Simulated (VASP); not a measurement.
# Sb (R-3m) in VASP: notebook, part 3 of 3

VASP 6.6.1. Earlier steps stand in the parts before.

## Step 7: Relaxation of cell and atoms, r2SCAN

This run uses another cell than the first one, of 31.52 Å³/atom, 1.043 times its volume.

Contents of INCAR:

```
SYSTEM = Sb
ALGO = Normal
EDIFF = 1E-7
EDIFFG = -0.005
ENCUT = 600
IBRION = 2
ISIF = 3
ISMEAR = 0
LASPH = .TRUE.
LCHARG = .FALSE.
LMIXTAU = .TRUE.
LREAL = .FALSE.
LWAVE = .FALSE.
METAGGA = R2SCAN
NELM = 80
NSW = 90
PREC = Accurate
SIGMA = 0.03
```

Contents of KPOINTS:

```
k-points
0
G
  9 9 9
  0 0 0
```

Contents of POSCAR:

```
Sb                                      
1.0
    2.1743093393      1.2553380824      3.8492036830
   -2.1743093393      1.2553380824      3.8492036830
   -0.0000000000     -2.5106761647      3.8492036830
  Sb            
     2
Direct
     0.2318706627986690    0.2318706627986690    0.2318706627986690
     0.7681293372013311    0.7681293372013311    0.7681293372013311
```

Potentials or basis: VASP PAW PBE potentials, release 64 (Sb).

The run is started by

```bash
> cat potpaw_PBE.64/Sb/POTCAR > POTCAR
> mpirun -np 1 vasp_std > vasp.out
```

OUTCAR:

```text
SYSTEM = Sb
   EDIFF = 1E-7
   EDIFFG = -0.005
   ENCUT = 600
   IBRION = 2
   ISIF = 3
   ISMEAR = 0
   LASPH = .TRUE.
   LREAL = .FALSE.
   METAGGA = R2SCAN
   NELM = 80
   NSW = 90
   PREC = Accurate

 ion  position               nearest neighbor table
   1  0.232  0.232  0.232-   2 2.93   2 2.93   2 2.93   2 3.43   2 3.43   2 3.43
   2  0.768  0.768  0.768-   1 2.93   1 2.93   1 2.93   1 3.43   1 3.43   1 3.43

  LATTYP: Found a trigonal (rhomboedric) cell.
 ALAT       =     4.5956352986
 COS(alpha) =     0.5523057205

  Lattice vectors:

 A1 = (   2.1743093393,   1.2553380824,   3.8492036830)
 A2 = (  -2.1743093393,   1.2553380824,   3.8492036830)
 A3 = (   0.0000000000,  -2.5106761647,   3.8492036830)

Analysis of symmetry for initial positions (statically):
=====================================================================
 Subroutine PRICEL returns:
 Original cell was already a primitive cell.

 Routine SETGRP: Setting up the symmetry group for a
 trigonal (rhombohedral) supercell.

 Subroutine GETGRP returns: Found 12 space group operations
 (whereof 12 operations were pure point group operations)
 out of a pool of 12 trial point group operations.

The static configuration has the point symmetry D_3d.

Analysis of symmetry for dynamics (positions and initial velocities):
=====================================================================
 Subroutine PRICEL returns:
 Original cell was already a primitive cell.

 Routine SETGRP: Setting up the symmetry group for a
 trigonal (rhombohedral) supercell.

 Subroutine GETGRP returns: Found 12 space group operations
 (whereof 12 operations were pure point group operations)
 out of a pool of 12 trial point group operations.

The dynamic configuration has the point symmetry D_3d.

 Subroutine INISYM returns: Found 12 space group operations
 (whereof 12 operations are pure point group operations),
 and found     1 'primitive' translations

----------------------------------------------------------------------------------------

                                     Primitive cell
[... 121 lines left out ...]
   LRPA    =     F    only Hartree local field effects (RPA)
 conjugate gradient relaxation of ions
 non-spin polarized calculation
 Gauss-broadening in eV      SIGMA  =   0.03
  energy-cutoff  :      600.00
  volume of cell :       63.04
 maximum number of plane-waves:      2118
 NGX is ok and might be reduce to    40
   NGX = 19   NGY = 19   NGZ = 19

 number of electron      10.0000000 magnetization

 Free energy of the ion-electron system (eV)
  ---------------------------------------------------
  ext. energy  EPLUGINS =         0.00000000
  ---------------------------------------------------
  free energy    TOTEN  =       -51.39884025 eV

  energy without entropy =      -51.39883898  energy(sigma->0) =      -51.39883961

 E-fermi :   6.7527     XC(G=0):  -9.7925

 val. band max:        6.6830426723   @ k =   0.3333   0.2222   0.2222
 cond. band min:       6.8222890229   @ k =   0.4444   0.0000   0.0000
 fundamental gap:      0.1392463506
 Fermi energy:         6.7526658194

 k-point     1 :       0.0000    0.0000    0.0000
  band No.  band energies     occupation
      1      -6.3248      2.00000
      2       1.6955      2.00000
      3       4.5239      2.00000
      4       4.8048      2.00000
      5       4.8048      2.00000
      6       8.6931      0.00000
      7       9.3964      0.00000
      8       9.3964      0.00000
      9      12.2757      0.00000
[... 265 lines left out ...]
 k-point    24 :       0.4444    0.4444    0.0000
  band No.  band energies     occupation
      1      -4.1176      2.00000
      2      -1.4965      2.00000
      3       1.4803      2.00000
      4       2.9858      2.00000
      5       3.0276      2.00000
      6       8.5097      0.00000
      7      11.5759      0.00000
      8      12.3952      0.00000
      9      13.1796      0.00000

 [... further k-points ...]

------------------------ aborting loop because EDIFF is reached ----------------------------------------

  FORCE on cell =-STRESS in cart. coord.  units (eV):
  Direction    XX          YY          ZZ          XY          YZ          ZX
  --------------------------------------------------------------------------------------
  -------------------------------------------------------------------------------------
  Total        0.0013129      0.0013129      0.0056242      0.0000000      0.0000000      0.0000000
  in kB        0.0333695      0.0333695      0.1429450      0.0000000      0.0000000      0.0000000
  external PRESSURE =       0.0698947 kB  Pullay stress =       0.0000000 kB

 VOLUME and BASIS-vectors are now :
 -----------------------------------------------------------------------------
  energy-cutoff  :      600.00
  volume of cell :       63.04
      direct lattice vectors                 reciprocal lattice vectors
     2.174309339  1.255338082  3.849203683     0.229958080  0.132766359  0.086597998
    -2.174309339  1.255338082  3.849203683    -0.229958080  0.132766359  0.086597998
     0.000000000 -2.510676165  3.849203683     0.000000000 -0.265532718  0.086597998

 POSITION                                       TOTAL-FORCE (eV/Angst)
 -----------------------------------------------------------------------------------
      0.00000      0.00000      2.67755         0.000000      0.000000      0.000096
      0.00000      0.00000      8.87006         0.000000     -0.000000     -0.000096
 -----------------------------------------------------------------------------------
    total drift:                                0.000000      0.000000     -0.000000

  FREE ENERGIE OF THE ION-ELECTRON SYSTEM (eV)
  ---------------------------------------------------
  free  energy   TOTEN  =       -51.3988402523 eV

  energy  without entropy=      -51.3988389762  energy(sigma->0) =      -51.39883961

 reached required accuracy - stopping structural energy minimisation
```

Run time: 4.4 min. Hardware: 1 thread of Intel Xeon Platinum 8488C (Sapphire Rapids), shared host; peak memory 0.28 GiB.

What came out:

```yaml
Free_energy: -51.3988 eV
Pressure_after_relaxing: 0.0 GPa
Band_gap_on_the_k_mesh: 0.14 eV, indirect (least direct gap 0.58 eV)
```

Final structure:
```cif
data_structure
_symmetry_space_group_name_H-M 'P 1'
_symmetry_Int_Tables_number 1
_cell_length_a 4.5956
_cell_length_b 4.5956
_cell_length_c 4.5956
_cell_angle_alpha 56.475
_cell_angle_beta 56.475
_cell_angle_gamma 56.475
_cell_volume 63.04
loop_
_atom_site_label
_atom_site_type_symbol
_atom_site_fract_x
_atom_site_fract_y
_atom_site_fract_z
_atom_site_occupancy
Sb1 Sb 0.23187 0.23187 0.23187 1
Sb2 Sb 0.76813 0.76813 0.76813 1
```

Caveat: the relaxation stopped at its first step, so nothing moved; the PAW data sets were made with another functional, which shifts forces and pressure a little; spin-orbit coupling is left out, which moves the levels of the heavy elements; an odd mesh through Γ misses points on the zone boundary, where band edges often lie.

## Step 8: Summary

| level | potentials or basis | gap on the mesh (eV) | pressure (GPa) |
| --- | --- | --- | --- |
| PBEsol | VASP PAW PBE potentials, release 64 (Sb) | 0.06 | 0.0 |
| LDA | VASP PAW LDA potentials, release 64 (Sb) | 0.04 | 0.0 |
| r2SCAN | VASP PAW PBE potentials, release 64 (Sb) | 0.14 | 0.0 |

Alike in all rows: task relaxation of cell and atoms; no spin polarisation; cell relaxed; k mesh 9 × 9 × 9; cutoff (eV) 600; smearing gaussian 0.03 eV.

Caveats: spin-orbit coupling is left out, which moves the levels of the heavy elements; an odd mesh through Γ misses points on the zone boundary, where band edges often lie; the PAW data sets were made with another functional, which shifts forces and pressure a little (some runs); the relaxation stopped at its first step, so nothing moved (some runs).

Absolute energies hang on the potentials; compare differences alone.
